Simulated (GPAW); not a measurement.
Write an ASE script for GPAW 26.7.0 that does the following.

- Task: relaxation of cell and atoms
- Functional: r2SCAN
- Potentials or basis: GPAW PAW data sets (gpaw-data 1.2.1)
- Cutoff: 600 eV
- Basis: pw
- k mesh: 9 × 9 × 9
- Occupations: fermi-dirac, width 0.05 eV
- Spin: no spin polarisation
- Maxiter: 150
- Optimizer: BFGS
- Fmax: 0.02 eV/Å
- Max steps: 60
- Convergence: density=1e-05 forces=0.0001

The structure of ZrS lies in POSCAR:

```
ZrS
1.0
    0.0000000000      2.6250000000      2.6250000000
    2.6250000000      0.0000000000      2.6250000000
    2.6250000000      2.6250000000      0.0000000000
Zr S
1 1
Direct
    0.0000000000      0.0000000000      0.0000000000
    0.5000000000      0.5000000000      0.5000000000
```

The input as run:

run.py

```python
from ase.filters import FrechetCellFilter
from ase.io import read, write
from ase.optimize import BFGS
from gpaw import GPAW, PW

atoms = read('POSCAR')

calc = GPAW(mode=PW(600),
            xc='MGGA_X_R2SCAN+MGGA_C_R2SCAN',
            kpts={'size': (9, 9, 9), 'gamma': True},
            occupations={'name': 'fermi-dirac', 'width': 0.05},
            nbands=19,
            convergence={'density': 1e-05, 'forces': 0.0001},
            maxiter=150,
            txt='gpaw.txt')
atoms.calc = calc
opt = BFGS(FrechetCellFilter(atoms), trajectory='relax.traj', logfile='-')
done = opt.run(fmax=0.02, steps=60)
calc.write('gs.gpw')
write('result.traj', atoms)
print('Converged:', done)
print('Cell:', atoms.cell.cellpar().round(4))
print('Volume:', round(atoms.get_volume(), 4))
print(atoms.get_scaled_positions().round(5))
```

Potentials or basis: GPAW PAW data sets (gpaw-data 1.2.1), pw.

Launch:

```console
$ OMP_NUM_THREADS=1 python run.py
```

It gave:

```
Relaxed volume                         : 17.78 Å³/atom
Relaxed cell                           : a = 3.691 Å, b = 3.691 Å, c = 3.691 Å, α = 60.00°, β = 60.00°, γ = 60.00°
Space group after relaxing (to 0.05 Å) : Fm-3m (No. 225)
Energy gained by relaxing              : 1.9 meV/atom
Ionic steps                            : 3
Pressure after relaxing                : 0.0 GPa
Band gap on the k mesh                 : none (metal or under the smearing width)
```

Caveat: later steps reuse the first step's grids; the PAW data sets were made with another functional, which shifts forces and pressure a little.

It took 120 s on 1 thread of Intel(R) Xeon(R) 6975P-C (Granite Rapids) (shared host), peak memory 0.55 GiB.
